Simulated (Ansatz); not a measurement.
# Charge transition levels of the As vacancy in AlAs, term by term

Method: DFT PBE, scalar-relativistic, plane waves, PAW in Ansatz. Settings: 420 eV cutoff, 2×2×2 k-mesh, shifted by half a step, Gaussian smearing of 0.01 eV, collinear spin in charge 0, +2 alone.

Host crystal, relaxed:

```cif
data_structure
_symmetry_space_group_name_H-M 'P 1'
_symmetry_Int_Tables_number 1
_cell_length_a 4.0502
_cell_length_b 4.0502
_cell_length_c 4.0502
_cell_angle_alpha 60.000
_cell_angle_beta 60.000
_cell_angle_gamma 60.000
_cell_volume 46.98
loop_
_atom_site_label
_atom_site_type_symbol
_atom_site_fract_x
_atom_site_fract_y
_atom_site_fract_z
_atom_site_occupancy
Al1 Al 0.00000 0.00000 0.00000 1
As1 As 0.75000 0.75000 0.75000 1
```

The As vacancy was set at (0.750, 0.750, 0.750) of the host cell, in a supercell of 32 sites (752 Å³), relaxed at fixed cell in each charge q. In charge +3 some atom moved by up to 0.6 Å, so the relaxed defect can differ in kind from the start: near the site, 4 Al at 2.48 Å became 4 Al at 3.04 Å (charge +3). The host's Kohn–Sham gap is 1.50 eV and its static dielectric constant 11.6 (mean). For each charge: the supercell's free energy over the neutral one with q electrons exchanged at the valence band top, F(q) − F(0) + qE_v; the image-charge term; and the term that aligns the potential far from the defect with the host's.

```csv
q,F(q) − F(0) + qE_v (eV),image charge (eV),alignment (eV)
+3,-1.209,1.780,-1.492
+2,-0.705,0.791,-0.949
+1,-0.749,0.198,-0.434
0,0.000,0.000,0.000
-1,0.784,0.198,0.354
```

Q: Add the terms and find the levels between neighbouring charges, ε(q/q′) = [A(q′) − A(q)]/(q − q′), with and without the two corrections.

A: A(q): -0.921 eV for +3, -0.863 eV for +2, -0.986 eV for +1, 0.000 eV for 0, 1.336 eV for -1.
```json
{"level": "(+3/+2)", "corrected (eV over E_v)": "0.06", "uncorrected (eV)": "0.50"}
{"level": "(+2/+1)", "corrected (eV over E_v)": "-0.12", "uncorrected (eV)": "-0.04"}
{"level": "(+1/0)", "corrected (eV over E_v)": "0.99", "uncorrected (eV)": "0.75"}
{"level": "(0/-1)", "corrected (eV over E_v)": "1.34", "uncorrected (eV)": "0.78"}
```

As a check, a point charge in a simple cubic cell of this volume has q²αe²/(2εL) = 0.194 q² eV (e² = 14.40 eV Å, α = 2.837, L = 9.09 Å); the shape of the real cell can change it somewhat. The term grows as q², so it pushes donor levels down and acceptor levels up. The program doubts the alignment for q = +3, +2, +1, -1, so levels beside it are uncertain by about that term.

Q: Which of these charges is lowest with the Fermi level at the valence band top, at mid-gap and at the conduction band bottom?

A: The line A(q) + qE_F that lies lowest gives the charge: +1 at E_F = 0.00 eV, +1 at E_F = 0.75 eV, -1 at E_F = 1.50 eV. The level (+3/+2) lies above (+2/+1), so charge +2 is never the lowest: a negative-U pattern, with a direct (+3/+1) level at -0.03 eV, outside this gap. (+2/+1) falls outside this Kohn–Sham gap, so the change of charge isn't reached within it; the real gap is usually wider and may hold a localised level, while a level that comes from a carrier in the host's bands only marks the band edge and moves with it. In charge 0, -1 the cell has partly filled levels, from a carrier spread over the host's bands, a defect level that the small cell broadens into a band, or a degenerate defect level that the symmetric start can't split, so the levels beside it are doubtful. Without the alignment that the program doubts, the level (+3/+2) would lie at -0.48 eV, outside the gap, so these runs don't decide whether the defect changes charge there. Charges beyond those computed could lie lower near the band edges.

Q: The neutral defect forms at 4.16 eV with atoms taken from and returned to the elements. What are the formation energies at those three Fermi levels, and what share of sites would hold the defect at 1200 K with E_F at mid-gap, if the host still stood at that temperature?

A: E_f = E_f(0) + A(q) + qE_F = 3.18, 3.93, 3.99 eV. In the dilute limit the share is exp(−E_f/k_BT) = exp(−3.929/0.1034) = 3.2×10⁻¹⁷, leaving out degeneracy and vibrational entropy. This is the As-rich limit; a poorer supply of As lowers E_f, in a binary host by up to its heat of formation per As atom. The small cell and the narrow Kohn–Sham gap leave errors of tenths of an eV or more, which change the share by orders of magnitude.